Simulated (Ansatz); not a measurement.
A calculation with Ansatz 0.2.0 of Pb (native input, structure typed inline):

File input.yaml:

```yaml
crystal:
  lattice:
    - [-0.012985, 2.487431, 2.510981]
    - [2.453519, -0.000746, 2.498742]
    - [2.439171, 2.460844, 0.013601]
  atoms:
    - { symbol: Pb, position: [0.0, 0.0, 0.0], spin: 0.5 }
hamiltonian:
  xc: blyp
  pseudopotentials: { kind: paw, accuracy: stringent }
magnetization:
  spin_polarized: true
kpoints:
  mp_grid: { grid: [7, 7, 7] }
scf:
  occupations: { method: tetrahedron }
  n_extra_bands: 6
output:
  forces: true
  stress: true
  dos: { projected: true, de: 0.05, nscf_kmesh: { grid: [11, 11, 11] } }
```

Potentials or basis: SSSP precision PAW.

Run with:

```bash
$ ansatz run input.yaml --threads 1 --pin off --max-ram 2560MiB --backend cpu --events-out ev --progress --plain --runs-dir out
```

The cell isn't the ideal one: cell strained at random at fixed volume.

Problem. Write the same calculation in another form: native input, Cartesian positions.

Solution. As run:

input.yaml

```yaml
crystal:
  lattice:
    - [-0.012985, 2.487431, 2.510981]
    - [2.453519, -0.000746, 2.498742]
    - [2.439171, 2.460844, 0.013601]
  atoms:
    - { symbol: Pb, spin: 0.5, position_ang: [0.0, 0.0, 0.0] }
hamiltonian:
  xc: blyp
  pseudopotentials: { kind: paw, accuracy: stringent }
magnetization:
  spin_polarized: true
kpoints:
  mp_grid: { grid: [7, 7, 7] }
scf:
  occupations: { method: tetrahedron }
  n_extra_bands: 6
output:
  forces: true
  stress: true
  dos: { projected: true, de: 0.05, nscf_kmesh: { grid: [11, 11, 11] } }
```

Potentials or basis: SSSP precision PAW.

The run is started by

```console
$ ansatz run input.yaml --threads 1 --pin off --max-ram 2560MiB --backend cpu --events-out ev --progress --plain --runs-dir out
```

Both were run:

|  | native input, structure typed inline | native input, Cartesian positions |
| --- | --- | --- |
| Pressure | 6.4 GPa | 6.4 GPa |
| Band gap on the k mesh | none (metal or under the smearing width) | none (metal or under the smearing width) |
| Net moment | 0.00 μB per cell | 0.00 μB per cell |
| Absolute moment | 0.00 μB per cell | 0.00 μB per cell |
| Density of states at the Fermi level | 0.53 states/eV per cell | 0.53 states/eV per cell |

Keys that steer only the numerical path or the files written may differ.

Caveat: the potentials were made for another functional, which shifts forces and pressure; with tetrahedron occupations forces and stress needn't match the slope of the energy; the starting moments weren't kept.
